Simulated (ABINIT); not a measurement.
AgBr:

```
Ag Br
1.0
     0.00000    2.87015    2.87015
     2.87015    0.00000    2.87015
     2.87015    2.87015    0.00000
Ag Br
1 1
Direct
  0.00000 0.00000 0.00000
  0.50000 0.50000 0.50000
```

Base run:

| Item | Value |
| --- | --- |
| Program | ABINIT 10.8.3 (patched build) |
| Functional | BP86 |
| Potentials or basis | JTH PAW PBE v2.0 |
| Cutoff | 463 eV |
| k mesh | 8 × 8 × 8 |
| Occupations | fermi-dirac, width 0.05 eV |
| Spin | spin-orbit coupling, no magnetisation |

Its results: band gap on the k mesh 0.55 eV, indirect (least direct gap 2.37 eV); pressure 2.3 GPa.

Task: The run is repeated on the same cell with these changes: functional from BP86 to LDA; potentials or basis from JTH PAW PBE v2.0 to JTH PAW LDA v2.0. What comes out?

Result: Band gap on the k mesh 0.28 eV, indirect (least direct gap 2.12 eV); pressure -4.2 GPa.

Caveats: the PAW data sets were made with another functional, which shifts forces and pressure a little (some runs).
